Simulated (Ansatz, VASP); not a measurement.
## Two plane-wave programs on PbS

```
CELL_PARAMETERS angstrom
2.07995 -5.99130 0.00000
2.07995 5.99130 0.00000
0.00000 0.00000 4.27932
ATOMIC_POSITIONS crystal
Pb 0.86944 0.13056 0.75000
Pb 0.13056 0.86944 0.25000
S 0.64520 0.35480 0.75000
S 0.35480 0.64520 0.25000
```

Measurements of this composition are mostly on another form, of space group No. 225.

Alike in both runs: task single point; functional PBEsol; k mesh 6 × 6 × 4; no spin polarisation.

```csv
,VASP,Ansatz
version,VASP 6.6.1,Ansatz 0.2.0
potentials or method,"VASP PAW PBE potentials, release 64 (Pb_d, S)","plane waves, PAW"
plane-wave cutoff (eV),520,470
occupations,"gaussian, width 0.01 eV",fixed
valence electrons in the cell,40,40
```

|  | VASP | Ansatz | Ansatz less VASP |
| --- | --- | --- | --- |
| gap on the k mesh at the Fermi level (eV) | 1.21 | 1.21 | 0.000 |

Caveats: spin-orbit coupling is left out, which as a rule narrows the gap of such compounds by several tenths of an eV. A k mesh can miss the band edges.
